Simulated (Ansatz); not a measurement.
Crystal: GaAs.

```
As Ga
1.0
     0.00000    2.82685    2.82685
     2.82685    0.00000    2.82685
     2.82685    2.82685    0.00000
As Ga
1 1
Direct
  0.75000 0.75000 0.75000
  0.00000 0.00000 0.00000
```

Below is the output of Ansatz 0.2.0 for this cell. Logs are shortened: lines on timing, memory, paths and dates and some standing lists are left out, and cuts for length are marked.

```text
Warning: RAYON_NUM_THREADS=2 ignored (pool sized by the plan → 2); use --threads N
scf.n_extra_bands = 6 over 14 filled bands (N_el = 28.0): the run solves 20 bands
Engine: ansatz 0.2.0, aarch64-unknown-linux-gnu
Pseudopotentials: kind: paw
Pseudopotential: As, paw, valence charge 15, recommended cutoff 420 eV (normal), As.paw.azcp
Pseudopotential: Ga, paw, valence charge 13, recommended cutoff 420 eV (normal), Ga.paw.azcp
Functional definition: unnamed
  exchange = b88_x
  correlation = pbe_c
Crystal: 2 atoms, lattice volume = 45.179 Å³
Basis set: ecut = 420 eV, 893 PW (Γ), exchange–correlation on 54×54×54 points (8 copies of the dense FFT grid, shifted against one another)
Bands: 20, of which v1, the nominal top of the filled ones, is band 14 counted from 1 (13 counted from 0)
Symmetry: 24 space group operations
Space group: F-43m (ITA 216), of the structure as read, at distance tolerance 3.6e-5 Å
k-points: 29 of 512 (time reversal used)
Non-local potential: As, projectors of the file, l = 0: 2, l = 1: 2, l = 2: 3, l = 3: 1
Non-local potential: Ga, projectors of the file, l = 0: 2, l = 1: 2, l = 2: 3, l = 3: 1
PAW form: soft (Blöchl's): semilocal exchange-correlation on the pseudo side does not see the compensation charge
PAW frozen core: As, regenerated for the run's functional, and the local potential with it (the file was generated under x = pbe(κ = 0.804, μ = 0.2195149727645171), c = pbe(β = 0.06672455060314922))
PAW frozen core: Ga, regenerated for the run's functional, and the local potential with it (the file was generated under x = pbe(κ = 0.804, μ = 0.2195149727645171), c = pbe(β = 0.06672455060314922))
PAW one-centre angular grid: As, 590 points (default); XC on 64 Gauss nodes
PAW one-centre angular grid: Ga, 590 points (default); XC on 64 Gauss nodes
Initial density: superposition of atomic densities (neutral atoms: chi_scale 0, normalization atom), corrected by the library's trained network
Initial wavefunctions: pseudopotential atomic-orbital guess
Functional: x = b88, c = pbe(β = 0.06672455060314922)
SCF iter   1: F=—  HF=-8660.168478 eV  |F-HF|=—  |Δ(HF+E_count)|=         —  Δρ=2.03e-3  dr2=2.03e-3  ethr=1.77e-3  ⟨swp⟩=5.8  Hψ=2839  notcnv=0  defer=1
preconditioner: auto → none  [insulator: Δε(μ)=0.483 eV  Ē_g=17.265 eV  σ=0.050 eV  W_gap=0.98  n_scr=14 (ndim 8)  ℏωp=23.4 eV  f_vac=0.086  D(μ)=0.00/eV (n_scr^D=0)  ε∞_Penn≈2.8]
SCF iter   2: F=—  HF=-8660.167849 eV  |F-HF|=—  |Δ(HF+E_count)|=   6.29e-4  Δρ=1.32e-3  dr2=5.14e-4  ethr=7.27e-6  ⟨swp⟩=2.3  Hψ=1300  notcnv=0  defer=38
SCF iter   3: F=—  HF=-8660.167594 eV  |F-HF|=—  |Δ(HF+E_count)|=   2.54e-4  Δρ=4.73e-4  dr2=7.73e-5  ethr=1.84e-6  ⟨swp⟩=2.0  Hψ=789  notcnv=0  defer=38
SCF iter   4: F=—  HF=-8660.167653 eV  |F-HF|=—  |Δ(HF+E_count)|=   5.82e-5  Δρ=1.21e-4  dr2=4.53e-6  ethr=2.76e-7  ⟨swp⟩=2.0  Hψ=800  notcnv=0  defer=38
SCF iter   5: F=—  HF=-8660.167651 eV  |F-HF|=—  |Δ(HF+E_count)|=   1.47e-6  Δρ=3.83e-5  dr2=7.73e-7  ethr=1.62e-8  ⟨swp⟩=2.0  Hψ=945  notcnv=0  defer=38
SCF iter   6: F=-8660.167651 eV  HF=-8660.167651 eV  |F-HF|=3.78e-8  |Δ(HF+E_count)|=   2.41e-7  Δρ=7.13e-6  dr2=1.69e-8  ethr=3.57e-10  ⟨swp⟩=6.0  Hψ=2788  notcnv=0
SCF 1 converged in 6 iterations: F = -8660.167651 eV  dr2 = 1.69e-8
  greatest PAW one-centre occupation: 0.999 electrons in one spin orbital (limit 2), on the As atom at site 0 (counted from 0), in its partial waves of l = 2
NSCF: frozen V_eff on 142 k-points
SCF converged after 6 iterations
Free energy (F): -8660.167651 eV
Harris-Foulkes:  -8660.167651 eV  (|F-HF|=3.78e-8)
Internal energy: -8660.167620 eV  (E = F + TS)
E sigma→0 (E₀):  -8660.167636 eV
Entropy (-TS):   -0.000031 eV (-0.015 meV/atom)
Fermi energy:    8.409869 eV
--- Per-component energies (eV) ---
  E_band       = -314.074750
  E_kinetic    = 219.584658
  E_local      = -3916.717862  (includes V_loc(G=0)·N_el)
  E_nonlocal   = -245.566912
  E_hartree    = 1974.207005
  E_xc         = -149.123589
  E_vxc        = -137.991689  (∫ρ·V_xc dr)
  E_paw        = -3843.655849  (= ΣΔE_a)
  E_vpaw       = -181.791841  (= ΣTr[D̂ρ^β])
  E_aug_tail   = -0.000139  (compensation charges beyond the density's cutoff)
  E_ewald      = -2698.727786
  E_core_change = -0.167146  (= ΣΔE_core)
  E_smearing   = -0.000031  (= −TS)
  E_closure    = 0.000000  (closes the sum)
  Σ components = -8660.167651   (vs F -8660.167651, Δ=0.00e0)
--- Forces (eV/Å), atoms counted from 1 ---
  atom   1  As     0.00000000    -0.00000000    -0.00000000
  atom   2  Ga    -0.00000000     0.00000000    -0.00000000
  max |Σ_I F_I| component: 1.85e-16 eV/Å
--- Stress (GPa, compression-positive) ---
        3.092222      -0.000000      -0.000000
        0.000000       3.092222       0.000000
       -0.000000       0.000000       3.092222
  P = ⅓ Tr σ = 3.0922 GPa (30.922 kbar)
--- Band table (eV; the first three rows and the last of 29) ---
  k-point 0: bands = ["-27.0383", "-27.0383", "-27.0383", "-27.0282", "-27.0282", "-6.6843", "-6.6843", "-6.6843", "-6.6052", "-6.6052", "-4.5960", "8.1352", "8.1352", "8.1352", "8.6261", "11.8775", "11.8775", "11.8775", "15.7307", "18.3103"]
  k-point 1: bands = ["-27.0383", "-27.0382", "-27.0382", "-27.0282", "-27.0282", "-6.6978", "-6.6807", "-6.6807", "-6.6054", "-6.6054", "-4.4137", "6.1674", "7.9001", "7.9001", "9.7124", "12.2242", "12.2242", "12.3327", "16.6671", "17.4399"]
  k-point 2: bands = ["-27.0382", "-27.0379", "-27.0379", "-27.0281", "-27.0281", "-6.7275", "-6.6730", "-6.6730", "-6.6049", "-6.6049", "-3.9050", "3.9971", "7.4594", "7.4594", "9.5775", "12.7416", "12.7416", "14.0836", "17.1099", "17.1953"]
  k-point 28: bands = ["-27.0380", "-27.0377", "-27.0365", "-27.0284", "-27.0276", "-6.7835", "-6.6528", "-6.6401", "-6.6159", "-6.6016", "-2.0455", "1.5110", "4.6091", "4.8022", "12.7495", "12.8602", "13.5460", "14.1923", "19.1987", "20.4132"]
```

Q: What input gives this log?

A: Band structure with BPBE, no spin polarisation. The files as run (others can give the same):

input.yaml
```yaml
crystal:
  lattice:
    - [0.0, 2.82685, 2.82685]
    - [2.82685, 0.0, 2.82685]
    - [2.82685, 2.82685, 0.0]
  atoms:
    - { symbol: As, position: [0.75, 0.75, 0.75] }
    - { symbol: Ga, position: [0.0, 0.0, 0.0] }
hamiltonian:
  xc: { exchange: b88, correlation: pbe }
  pseudopotentials: { kind: paw }
kpoints:
  mp_grid: { grid: [8, 8, 8] }
  band_path:
    path:
      - [[0.0, 0.0, 0.0], [0.5, 0.0, 0.5], [0.5, 0.25, 0.75], [0.375, 0.375, 0.75], [0.0, 0.0, 0.0], [0.5, 0.5, 0.5], [0.625, 0.25, 0.625], [0.5, 0.25, 0.75], [0.5, 0.5, 0.5], [0.375, 0.375, 0.75]]
      - [[0.625, 0.25, 0.625], [0.5, 0.0, 0.5]]
    npoints: 14
scf:
  occupations: { method: fermi_dirac, width: 0.05 }
  n_extra_bands: 6
output:
  forces: true
  stress: true
  eigenvalues: true
  fatbands: true
```

Potentials or basis: Ansatz PAW.
Command:
```console
$ ansatz run input.yaml --threads 2 --pin off --max-ram 5120MiB --backend cpu --events-out ev --progress --plain --runs-dir out
```

Caveat: the PAW data sets come from PBE, with cores solved anew for the run's functional, which leaves a small shift of forces and pressure.
